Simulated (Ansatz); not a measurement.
A plane-wave DFT run in Ansatz 0.2.0 (scalar-relativistic PAW potentials unless the input names others): input and command.

```yaml
crystal:
  lattice:
    - [3.2188796041, 0.0, 0.0]
    - [-1.609439802, 2.7876315088, 0.0]
    - [0.0, 0.0, 3.3295533989]
  atoms:
    - { symbol: Hf, position: [0.0, 0.0, 0.0] }
    - { symbol: B, position: [0.6666666667, 0.3333333333, 0.5] }
    - { symbol: B, position: [0.3333333333, 0.6666666667, 0.5] }
basis:
  ecutwfc: 420
kpoints:
  mp_grid: { grid: [12, 12, 10] }
hamiltonian:
  xc: pbesol
scf:
  occupations: { method: gaussian, width: 0.1 }
  initial_density: { chi_scale: 0.1 }
output:
  forces: true
  eigenvalues: true
  stress: true
relax:
  adjacent_minimum: "off"
  f_tol: 0.01
  max_steps: 50
  cell: { fix: [a, b, gamma], stress_tol: 0.1 }
```

```bash
ansatz run input.yaml --threads 4 --pin off --max-ram 10240MiB --backend cpu --events-out ev --progress --plain --runs-dir out
```

Abridged log:
```
Pseudopotentials: kind: paw
Pseudopotential: Hf, paw, valence charge 26, recommended cutoff 420 eV (normal)
Pseudopotential: B, paw, valence charge 3, recommended cutoff 420 eV (normal)
Functional definition: PBEsol
Crystal: 3 atoms, lattice volume = 29.876 Å³
Basis set: ecut = 420 eV, 575 PW (Γ), exchange–correlation on 48×48×48 points (8 copies of the dense FFT grid, shifted against one another)
Bands: 20, of which v1, the nominal top of the filled ones, is band 16 counted from 1 (15 counted from 0)
Symmetry: 24 space group operations
Space group: P6/mmm (ITA 191), of the structure as read, at distance tolerance 3.1e-5 Å
k-points: 114 of 1440
Initial density: superposition of atomic densities (chi_scale 0.1, normalization cell, long waves kept (reshape's long-wave potential 0.00 eV rms))
Initial wavefunctions: pseudopotential atomic-orbital guess
Functional: x = pbesol(κ = 0.804, μ = 0.12345679), c = pbesol(β = 0.046)
SCF iter   1: F=—  HF=-15907.006543 eV  |F-HF|=—  |Δ(HF+E_count)|=         —  Δρ=5.89e-2  dr2=1.49e0  ethr=3.10e-3  ⟨swp⟩=3.9  Hψ=8792  notcnv=0
SCF iter   2: F=—  HF=-15906.656720 eV  |F-HF|=—  |Δ(HF+E_count)|=   3.50e-1  Δρ=3.12e-2  dr2=4.23e-1  ethr=3.10e-3  ⟨swp⟩=2.7  Hψ=4438  notcnv=0
SCF iter   3: F=—  HF=-15906.541147 eV  |F-HF|=—  |Δ(HF+E_count)|=   1.16e-1  Δρ=8.32e-3  dr2=1.42e-2  ethr=1.32e-3  ⟨swp⟩=2.1  Hψ=4662  notcnv=0
SCF iter   4: F=—  HF=-15906.500026 eV  |F-HF|=—  |Δ(HF+E_count)|=   4.11e-2  Δρ=2.78e-3  dr2=1.30e-3  ethr=4.44e-5  ⟨swp⟩=2.5  Hψ=5083  notcnv=0
SCF iter   5: F=—  HF=-15906.502373 eV  |F-HF|=—  |Δ(HF+E_count)|=   2.35e-3  Δρ=6.08e-4  dr2=1.21e-4  ethr=4.05e-6  ⟨swp⟩=2.0  Hψ=4166  notcnv=0
SCF iter   6: F=—  HF=-15906.502202 eV  |F-HF|=—  |Δ(HF+E_count)|=   1.71e-4  Δρ=5.16e-5  dr2=7.55e-7  ethr=3.77e-7  ⟨swp⟩=2.0  Hψ=4107  notcnv=0
SCF iter   7: F=—  HF=-15906.502207 eV  |F-HF|=—  |Δ(HF+E_count)|=   4.71e-6  Δρ=1.55e-5  dr2=1.30e-7  ethr=3.13e-10  ⟨swp⟩=6.6  Hψ=11951  notcnv=0
SCF iter   8: F=-15906.502207 eV  HF=-15906.502207 eV  |F-HF|=7.20e-10  |Δ(HF+E_count)|=   4.54e-8  Δρ=1.89e-6  dr2=9.97e-10  ethr=3.13e-10  ⟨swp⟩=4.1  Hψ=8107  notcnv=0
SCF 1 converged in 8 iterations: F = -15906.502207 eV  dr2 = 9.97e-10
relax step   1: F+E_penalty+E_count = -15906.50220693 eV  Δ(F+E_penalty+E_count) = +0.000e0 eV  max|allowed force component| = 2.961e-16 eV/Å  Δτ_max = 0.0000 Å  P = -6.577 GPa  Ω = 29.876 Å³  fix = [a, b, gamma]  reactions: a -13.983, b -13.983 GPa (8 SCF iters, dr2 threshold 1.00e-7 eV, accepted)
Crystal: 3 atoms, lattice volume = 30.856 Å³
Basis set: ecut = 420 eV, 623 PW (Γ), exchange–correlation on 48×48×48 points (8 copies of the dense FFT grid, shifted against one another)
Initial density: handed on by an earlier stage of this run
Initial wavefunctions: those handed on with the density
   ...
SCF iter   2: F=—  HF=-15906.516061 eV  |F-HF|=—  |Δ(HF+E_count)|=   1.19e-5  Δρ=1.59e-5  dr2=7.81e-8  ethr=1.49e-9  ⟨swp⟩=2.0  Hψ=4098  notcnv=0
SCF iter   3: F=-15906.516061 eV  HF=-15906.516061 eV  |F-HF|=5.33e-9  |Δ(HF+E_count)|=   1.74e-8  Δρ=7.06e-6  dr2=7.46e-9  ethr=1.95e-10  ⟨swp⟩=4.2  Hψ=8245  notcnv=0
SCF 4 converged in 3 iterations: F = -15906.516061 eV  dr2 = 7.46e-9
relax step   4: F+E_penalty+E_count = -15906.51606078 eV  Δ(F+E_penalty+E_count) = -1.678e-5 eV  max|allowed force component| = 3.331e-16 eV/Å  Δτ_max = 0.0000 Å  P = -10.801 GPa  Ω = 30.444 Å³  energy of the carried Pulay correction = -5.640e-4 eV  fix = [a, b, gamma]  reactions: a -16.203, b -16.203 GPa (3 SCF iters, dr2 threshold 6.25e-8 eV, accepted)
Initial wavefunctions: pseudopotential atomic-orbital guess (no wavefunctions were taken with the density)
SCF iter   1: F=—  HF=-15906.516686 eV  |F-HF|=—  |Δ(HF+E_count)|=         —  Δρ=5.22e-5  dr2=9.59e-8  ethr=6.08e-9  ⟨swp⟩=3.8  Hψ=16301  notcnv=0
SCF iter   2: F=—  HF=-15906.516698 eV  |F-HF|=—  |Δ(HF+E_count)|=   1.22e-5  Δρ=2.98e-5  dr2=7.96e-8  ethr=3.00e-10  ⟨swp⟩=2.3  Hψ=4217  notcnv=0
SCF iter   3: F=—  HF=-15906.516698 eV  |F-HF|=—  |Δ(HF+E_count)|=   1.97e-8  Δρ=1.57e-5  dr2=9.78e-9  ethr=2.49e-10  ⟨swp⟩=2.0  Hψ=4093  notcnv=0
SCF iter   4: F=—  HF=-15906.516698 eV  |F-HF|=—  |Δ(HF+E_count)|=   1.79e-8  Δρ=7.08e-6  dr2=1.95e-9  ethr=3.06e-11  ⟨swp⟩=2.0  Hψ=3035  notcnv=0
SCF iter   5: F=—  HF=-15906.516698 eV  |F-HF|=—  |Δ(HF+E_count)|=   3.87e-9  Δρ=1.85e-6  dr2=1.20e-10  ethr=6.10e-12  ⟨swp⟩=2.0  Hψ=3631  notcnv=0
SCF iter   6: F=-15906.516698 eV  HF=-15906.516698 eV  |F-HF|=7.28e-12  |Δ(HF+E_count)|=  3.18e-10  Δρ=2.10e-7  dr2=2.01e-12  ethr=1.00e-12  ⟨swp⟩=4.2  Hψ=8015  notcnv=0
SCF 5 converged in 6 iterations: F = -15906.516698 eV  dr2 = 2.01e-12
SCF converged after 6 iterations
Free energy (F): -15906.516698 eV
Harris-Foulkes:  -15906.516698 eV  (|F-HF|=7.28e-12)
Internal energy: -15906.514954 eV  (E = F + TS)
E sigma→0 (E₀):  -15906.515826 eV
Entropy (-TS):   -0.001744 eV (-0.581 meV/atom)
Fermi energy:    19.945575 eV
--- Forces (eV/Å), atoms counted from 1 ---
  atom   1  Hf     0.00000000     0.00000000     0.00000000
  atom   2  B      0.00000000     0.00000000     0.00000000
  atom   3  B      0.00000000     0.00000000     0.00000000
--- Stress (GPa, compression-positive) ---
      -16.189099       0.000000       0.000000
        0.000000     -16.189099       0.000000
        0.000000       0.000000       0.052154
  P = ⅓ Tr σ = -10.7753 GPa (-107.753 kbar)
--- Relaxed structure (4 steps of the walk, 4 accepted, 1 SCFs on fresh bases) ---
  F+E_penalty+E_count = -15906.51669840 eV   max|allowed force component| = 3.146e-16 eV/Å   (the final SCF, on the basis selected at the relaxed cell)
  cell:  # Å, volume = 30.4435 Å³
    - [3.21887960, 0.0, 0.0]
    - [-1.60943980, 2.78763150, 0.0]
    - [0.0, 0.0, 3.39277601]
  atoms:
    - { symbol: Hf, position: [0.0, 0.0, 0.0] }
    - { symbol: B, position: [0.66666666, 0.33333333, 0.5] }
    - { symbol: B, position: [0.33333333, 0.66666666, 0.5] }
```

Apart from outputs and empty bands, the input differs from a reference run on usual settings in scf.initial_density.chi_scale: not typed → 0.1. The reference, at the same start, ended its own course with a relaxed volume of 10.15 Å³/atom, pressure -10.78 GPa, largest force 0.000 eV/Å, no gap on the mesh. This run converged in 29 SCF iterations over all its steps (reference: 27) with an energy at zero smearing within 0.01 meV/atom of the reference's, a relaxed volume of 10.15 Å³/atom, pressure -10.78 GPa, largest force 0.000 eV/Å, no gap on the mesh.

Time: 4.8 s on 4 threads of Arm Neoverse V2, with other jobs on the host, peak memory 0.37 GiB.